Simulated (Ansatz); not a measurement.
**Sb (bcc type): a single-point run**

Aim: a sound single-point run of Sb (bcc type).

Program: Ansatz 0.2.0. Level of theory: DFT, PBEsol, PAW with Ansatz's default frozen-core files, scalar-relativistic. These are calculated values, not measurements.

1 further run of the same task is left out (it didn't finish). Runs told in other sessions of the task aren't counted.

**1. Starting point**

Symmetry: Im-3m, No. 229, cubic system. The conventional cell has a = 3.627 Å, b = 3.627 Å, c = 3.627 Å, α = 90.00°, β = 90.00°, γ = 90.00°. Sb (site symmetry m-3m) has 8 Sb at 3.14 Å in its first shell of neighbours.

As a file:

```
CELL_PARAMETERS angstrom
-1.81369 1.81369 1.81369
1.81369 -1.81369 1.81369
1.81369 1.81369 -1.81369
ATOMIC_POSITIONS crystal
Sb 0.00000 0.00000 0.00000
```

**2. Running it**

input.yaml

```yaml
crystal:
  lattice:
    - [-1.8136913067, 1.8136913067, 1.8136913067]
    - [1.8136913067, -1.8136913067, 1.8136913067]
    - [1.8136913067, 1.8136913067, -1.8136913067]
  atoms:
    - { symbol: Sb, position: [0.0, 0.0, 0.0] }
kpoints:
  mp_grid: { grid: [16, 16, 16] }
  band_path:
    path:
      - [0.0, 0.0, 0.0]
      - [0.5, -0.5, 0.5]
      - [0.0, 0.0, 0.5]
      - [0.0, 0.0, 0.0]
      - [0.25, 0.25, 0.25]
      - [0.5, -0.5, 0.5]
      - [0.25, 0.25, 0.25]
      - [0.0, 0.0, 0.5]
    npoints: 8
scf:
  occupations: { method: gaussian, width: 2.0 }
  max_iter: 75
hamiltonian:
  xc: pbesol
  pseudopotentials: { kind: paw }
output:
  forces: true
  stress: true
  eigenvalues: true
  populations: true
```

Started as:

```
> ansatz run input.yaml --threads 1 --pin off --max-ram 2048MiB --backend cpu --events-out ev --progress --plain --runs-dir out
```

What happens when this is run?

The run converged and reported no error. That alone doesn't make the input a sound one.

The suspect setting: scf.occupations.method is gaussian; scf.occupations.width is 2.0. The width is far wider than usual, so occupations near the Fermi level are blurred and the entropy term grows.

The test: set scf.occupations.method to fermi_dirac and scf.occupations.width to 0.05.
